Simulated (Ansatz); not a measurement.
Runs of Ansatz 0.2.0 on ZrS2. It takes space group P-3m1 (No. 164, trigonal). Conventional cell: a = 3.691 Å, b = 3.691 Å, c = 6.041 Å, α = 90.00°, β = 90.00°, γ = 120.00°. Zr (site symmetry -3m) is surrounded by 6 S at 2.57 Å. S (site symmetry 3m) has 3 Zr at 2.57 Å as nearest neighbours. The cell is a database's computed one.

```csv
task,level,cell,k mesh,cutoff (eV),smearing,atoms under strain,points for each segment of the path,mesh quality,gap on the mesh (eV),pressure (GPa),relaxed volume (Å³/atom),largest force (eV/Å)
relaxation of cell and atoms,RPBE+D3(BJ),relaxed,8 × 8 × 5,420,fermi-dirac 0.05 eV,-,-,not flagged,(c),0.0,17.69,-
relaxation of cell and atoms,revPBE+D4,relaxed,8 × 8 × 5,420,fermi-dirac 0.05 eV,-,-,not flagged,0.72,0.0,21.78,-
elastic constants,LDA,as given,6 × 6 × 4,420,fixed,relaxed,-,not flagged,1.01,-3.0,-,-
band structure,r2SCAN50,as given,4 × 4 × 3,500,fermi-dirac 0.05 eV,-,4,coarse,(b),-1.4,-,(a)
relaxation of cell and atoms,BLYP+D3(BJ),relaxed,8 × 8 × 5,420,fermi-dirac 0.05 eV,-,-,not flagged,0.59,0.0,21.48,0.01
```

Alike in all rows: potentials or basis Ansatz PAW; no spin polarisation.

Problem. Estimate the missing entries.

Solution. (a) 0.31; (b) 4.35; (c) none.

Caveats: some runs use coarse meshes; the PAW data sets come from PBE, with cores solved anew for the run's functional, which leaves a small shift of forces and pressure; the plane-wave basis is chosen anew once the cell has moved, so the energies of steps on either side of that aren't comparable (some runs); odd divisions of the mesh miss points on the zone boundary, where band edges often lie, so the gap on the mesh can be too wide (some runs); the volume moved by over 15 % at a fixed basis, so the end points are rough (some runs); the cell is more than 3 GPa from zero pressure, which shifts response properties (some runs); the k mesh misses the band edges, so the gap on the mesh is wider than the one along the path (some runs); the thresholds are loose for stress (some runs).

A k mesh can miss the band edges, and the runs leave out spin-orbit coupling on Zr.

Runs at the PBE level aren't shown here.
